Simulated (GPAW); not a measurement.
CdTe:

```
Te Cd
1.0
     0.00000    3.20500    3.20500
     3.20500    0.00000    3.20500
     3.20500    3.20500    0.00000
Te Cd
1 1
Direct
  0.75000 0.75000 0.75000
  0.00000 0.00000 0.00000
```

* Program: GPAW 26.7.0
* Task: relaxation of cell and atoms
* Functional: PBE
* Dispersion: D3(BJ)
* Potentials or basis: GPAW PAW data sets (gpaw-data 1.2.1)
* Cutoff: 600 eV
* Basis: pw
* k mesh: 7 × 7 × 7
* Occupations: fermi-dirac, width 0.05 eV
* Spin: no spin polarisation

At the start: pressure 1.8 GPa; volume 32.92 Å³/atom.

Q: Where does the relaxation end?

A: Over 3 steps the energy falls by 7.4 meV/atom and the volume is 34.22 Å³/atom (+3.9 %); space group F-43m (No. 216, to 0.05 Å).

Step by step:
```
step  energy change (eV)  largest force (eV/Å)  pressure (GPa)  volume (Å³)
   1              0.0000                0.0000            1.81        65.84
   2             -0.0053                0.0000            1.42        66.37
   3             -0.0148                0.0000            0.07        68.44
```

Final structure:
```xyz
2
Lattice="0.0000 3.2465 3.2465 3.2465 0.0000 3.2465 3.2465 3.2465 0.0000" Properties=species:S:1:pos:R:3 pbc="T T T"
Te    4.8698    4.8698    4.8698
Cd    0.0000    0.0000    0.0000
```

Caveat: later steps reuse the first step's grids.
